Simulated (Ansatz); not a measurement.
# Sn: the cost of one run

Method: DFT PBEsol, scalar-relativistic, plane waves, PAW, in Ansatz 0.2.0.

2 further runs of the same task are left out: 2 set aside as unsound or not needed.

### 1 Starting point

The structure is tetragonal, space group I4/mmm (No. 139). Conventional cell: a = 3.235 Å, b = 3.235 Å, c = 5.068 Å, α = 90.00°, β = 90.00°, γ = 90.00°. Sn (site symmetry 4/mmm) is surrounded by 12 Sn at 3.23 to 3.41 Å.

As a file:

```cif
data_structure
_symmetry_space_group_name_H-M 'I4/mmm'
_symmetry_Int_Tables_number 139
_cell_length_a 3.2347
_cell_length_b 3.2347
_cell_length_c 5.0678
_cell_angle_alpha 90.000
_cell_angle_beta 90.000
_cell_angle_gamma 90.000
_cell_volume 53.02
loop_
_atom_site_label
_atom_site_type_symbol
_atom_site_symmetry_multiplicity
_atom_site_Wyckoff_symbol
_atom_site_fract_x
_atom_site_fract_y
_atom_site_fract_z
_atom_site_occupancy
Sn1 Sn 2 a 0.00000 0.00000 0.00000 1
```

This cell was relaxed beforehand with the same method: volume 26.51 Å³/atom, gap on the mesh none (metal).

### 2 Static run: bands, density of states and charges

Contents of input.yaml:

```yaml
crystal:
  lattice:
    - [-1.6173266317, 1.6173266317, 2.5338794555]
    - [1.6173266317, -1.6173266317, 2.5338794555]
    - [1.6173266317, 1.6173266317, -2.5338794555]
  atoms:
    - { symbol: Sn, position: [0.0, 0.0, 0.0] }
basis:
  ecutwfc: 420
kpoints:
  mp_grid: { grid: [18, 18, 18] }
  band_path:
    path:
      - [[0.0, 0.0, 0.0], [0.0, 0.0, 0.5], [0.25, 0.25, 0.25], [0.0, 0.5, 0.0], [0.0, 0.0, 0.0], [0.5, 0.5, -0.5], [0.3518506, 0.6481494, -0.3518506]]
      - [[-0.3518506, 0.3518506, 0.3518506], [0.0, 0.0, 0.0]]
      - [[0.0, 0.0, 0.5], [-0.2037012, 0.2037012, 0.5]]
      - [[0.5, 0.5, -0.2037012], [0.5, 0.5, -0.5]]
    npoints: 14
hamiltonian:
  xc: pbesol
scf:
  occupations: { method: gaussian, width: 0.1 }
  n_extra_bands: 6
output:
  forces: true
  stress: true
  eigenvalues: true
  populations: true
  dos: { projected: true, de: 0.02, nscf_kmesh: { grid: [27, 27, 27] } }
  bader: true
  write_density: true
  write_potential: true
  elf: true
  volumetric_format: npy
```

Started as:

```sh
ansatz run input.yaml --threads 1 --pin off --max-ram 2560MiB --backend cpu --events-out ev --progress --plain --runs-dir out
```

What time and memory should one allow on 1 thread of Intel Xeon Platinum 8259CL at 2.50GHz (Skylake/Cascade Lake), shared host?

About 39 s, with a peak of 0.62 GiB.
